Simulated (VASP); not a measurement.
**From VASP inputs to Ansatz: CO2 (strained database structure)**

INCAR

```
NSW = 0
LREAL = .FALSE.
SIGMA = 0.02
NBANDS = 25
LASPH = .TRUE.
LWAVE = .FALSE.
NELM = 120
LCHARG = .FALSE.
PREC = Accurate
ENCUT = 520
GGA = PE
ISMEAR = -1
IBRION = -1
ISIF = 2
EDIFF = 1E-7
```

KPOINTS

```
KPOINTS created by Atomic Simulation Environment
0
Gamma
6 6 6
0 0 0
```

KPOINTS_OPT

```
special points
7
Reciprocal
0.0000000000 0.0000000000 0.0000000000 1
0.0000000000 0.5000000000 0.0000000000 1
0.5000000000 0.5000000000 0.0000000000 1
0.0000000000 0.0000000000 0.5000000000 1
0.0000000000 0.5000000000 0.5000000000 1
0.5000000000 0.5000000000 0.5000000000 1
-0.5000000000 -0.5000000000 0.3697920000 1
```

POSCAR

```
C  O
 1.0000000000000000
     3.9833489786000000    0.0000000000000000    0.0000000000000000
     0.0000000000000000    3.9833489786000000    0.0000000000000000
     0.0000000000000000    0.0000000000000000    4.8225714796999997
 C   O
   2   4
Cartesian
  1.9916744892999998  1.9916744892999998  2.4112857398499994
  0.0000000000000000  0.0000000000000000  0.0000000000000000
  1.1712905730379513  2.8120584055620488  2.4112857398499994
  2.8120584055620488  1.1712905730379513  2.4112857398499994
  0.8203839162620487  0.8203839162620485  0.0000000000000000
  3.1629650623379506  3.1629650623379506  0.0000000000000000
```

VASP ran with the recommended PBE PAW datasets (32 valence electrons in the cell).

Question: Write an Ansatz input for this cell and level of theory.

Answer: 

```yaml
crystal:
  lattice:
    - [3.9833489786, 0.0, 0.0]
    - [0.0, 3.9833489786, 0.0]
    - [0.0, 0.0, 4.8225714797]
  atoms:
    - { symbol: C, position: [0.5, 0.5, 0.5] }
    - { symbol: C, position: [0.0, 0.0, 0.0] }
    - { symbol: O, position: [0.2940466877, 0.7059533123, 0.5] }
    - { symbol: O, position: [0.7059533123, 0.2940466877, 0.5] }
    - { symbol: O, position: [0.2059533123, 0.2059533123, 0.0] }
    - { symbol: O, position: [0.7940466877, 0.7940466877, 0.0] }
kpoints:
  mp_grid: { grid: [6, 6, 6] }
  band_path:
    path:
      - [0.0, 0.0, 0.0]
      - [0.0, 0.5, 0.0]
      - [0.5, 0.5, 0.0]
      - [0.0, 0.0, 0.5]
      - [0.0, 0.5, 0.5]
      - [0.5, 0.5, 0.5]
      - [-0.5, -0.5, 0.369792]
    npoints: 1
hamiltonian:
  xc: pbe
scf:
  occupations: { method: fermi_dirac, width: 0.02 }
  n_extra_bands: 5
output:
  forces: true
  stress: true
  eigenvalues: true
```

Other inputs would serve too.

```csv
,VASP,Ansatz
gap between bands v and c,6.52 eV,6.55 eV
least direct gap,7.20 eV,7.22 eV
pressure,7.9 GPa,6.0 GPa
largest force,1.43 eV/Å,0.75 eV/Å
```

Each program uses its own PAW datasets. VASP's cell holds 32 valence electrons and Ansatz's 32. Ansatz's stress includes a Pulay correction; VASP's doesn't.
